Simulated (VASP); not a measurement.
VASP 6.6.1 run: Si

INCAR

```
ISMEAR = -1
NELM = 77
PREC = Accurate
LREAL = .FALSE.
LCHARG = .FALSE.
LASPH = .TRUE.
MAXMIX = 5
SIGMA = 0.02
NSW = 40
LWAVE = .FALSE.
IBRION = 2
GGA = PS
NBANDS = 11
EDIFF = 1E-7
ISIF = 3
ENCUT = 600
EDIFFG = -5E-3
```

KPOINTS

```
KPOINTS created by Atomic Simulation Environment
0
Gamma
8 8 8
0 0 0
```

POSCAR

```
Si
 1.0000000000000000
     0.0000000000000000    2.7351466448759321    2.7351466448759321
     2.7351466448759316    0.0000000000000000    2.7351466448759321
     2.7351466448759316    2.7351466448759321    0.0000000000000000
 Si
   2
Cartesian
 -0.0000000000000000  0.0000000000000000 -0.0000000000000000
  1.3675733224379658  1.3675733224379660  1.3675733224379660
```

The recommended PBE PAW datasets give the neutral cell 8 valence electrons.

Command

```
mpirun -np 1 vasp_std
```

**Question.** Predict the outcome of this run.

**Answer.** It converged. Results: relaxed cell vector lengths 3.844, 3.844, 3.844 Å; relaxed cell volume 40.16 Å³.

OSZICAR

```
N       E                     dE             d eps       ncg     rms          rms(c)
DAV:   1     0.779448901134E+01    0.77945E+01   -0.34710E+03   638   0.630E+02
DAV:   2    -0.110394051999E+02   -0.18834E+02   -0.17817E+02   794   0.901E+01
DAV:   3    -0.116908238474E+02   -0.65142E+00   -0.64919E+00   821   0.138E+01
DAV:   4    -0.116961942911E+02   -0.53704E-02   -0.53696E-02   756   0.156E+00
DAV:   5    -0.116962455945E+02   -0.51303E-04   -0.51303E-04   806   0.146E-01    0.483E+00
DAV:   6    -0.115513022086E+02    0.14494E+00   -0.75988E-02   721   0.110E+00    0.289E+00
DAV:   7    -0.114842544700E+02    0.67048E-01   -0.13792E-01   722   0.158E+00    0.166E-01
DAV:   8    -0.114848728232E+02   -0.61835E-03   -0.56051E-03   722   0.415E-01    0.789E-02
DAV:   9    -0.114849424013E+02   -0.69578E-04   -0.96052E-05   829   0.646E-02    0.547E-02
DAV:  10    -0.114849533090E+02   -0.10908E-04   -0.94959E-06   735   0.172E-02    0.517E-03
...
DAV:   5    -0.114871735340E+02   -0.13106E-05   -0.88474E-06   798   0.189E-02    0.179E-03
DAV:   6    -0.114871735843E+02   -0.50251E-07   -0.18182E-07   688   0.253E-03
   2 F= -.11487174E+02 E0= -.11487174E+02  d E =-.222027E-02
       N       E                     dE             d eps       ncg     rms          rms(c)
DAV:   1    -0.114900871888E+02   -0.29137E-02   -0.32709E-02   686   0.790E-01    0.171E-01
DAV:   2    -0.114891066101E+02    0.98058E-03   -0.20317E-03   668   0.196E-01    0.941E-02
DAV:   3    -0.114891056729E+02    0.93714E-06   -0.22674E-05   795   0.295E-02    0.521E-02
DAV:   4    -0.114891074089E+02   -0.17360E-05   -0.57926E-06   731   0.146E-02    0.539E-03
DAV:   5    -0.114891074214E+02   -0.12486E-07   -0.18764E-07   681   0.289E-03
   3 F= -.11489107E+02 E0= -.11489107E+02  d E =-.415411E-02
```

| ionic step | ΔE (meV/atom) | volume (Å³) | largest force (eV/Å) | pressure (GPa) | electronic steps |
| --- | --- | --- | --- | --- | --- |
| 1 | 0.0 | 40.92 | 0.000 | -1.71 | 11 |
| 2 | -1.1 | 39.65 | 0.000 | 1.23 | 6 |
| 3 | -2.1 | 40.16 | 0.000 | 0.00 | 5 |

For comparison, a separate PBEsol relaxation on usual settings, not on those above, ends at 40.16 Å³.
